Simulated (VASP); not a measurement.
Here is a VASP 6.6.1 calculation.

INCAR

```
PREC     = Accurate       # precision mode
ENCUT    = 520            # plane-wave cutoff, eV
EDIFF    = 1E-6           # SCF threshold, eV
ISMEAR   = 0              # smearing method
SIGMA    = 0.011          # smearing width, eV
LREAL    = False          # projectors in reciprocal space
LASPH    = True           # aspherical terms in the spheres
NELM     = 100            # most SCF steps
ALGO     = Normal         # electronic algorithm
ISIF     = 2              # what is computed and relaxed
LWAVE    = False          # write WAVECAR
LCHARG   = False          # write CHGCAR
ISPIN    = 2              # spin polarisation
MAGMOM   = 1              # initial moments
LORBIT   = 11             # projections on sites
LMAXMIX  = 4              # l up to which the mixer works
GGA      = PE             # functional
```

The input KPOINTS:

```
regular mesh
0
Gamma
  13 13 13
```

POSCAR

```
Ni
1.0
    0.0000000000      1.7375729330      1.7375729330
    1.7375729330      0.0000000000      1.7375729330
    1.7375729330      1.7375729330      0.0000000000
Ni
1
Direct
    0.0000000000      0.0000000000      0.0000000000
```

Potentials or basis: VASP PAW PBE potentials, release 64 (Ni).

Command:

```sh
$ cat potpaw_PBE.64/Ni/POTCAR > POTCAR
$ mpirun -np 1 vasp_std > vasp.out
```

Task: Estimate the site moments.

Result: Ni +0.63 μB.

Task: What does it give for the net moment?

Result: 0.62 μB per cell.

Task: Predict the band gap on the k mesh.

Result: None (metal or under the smearing width).
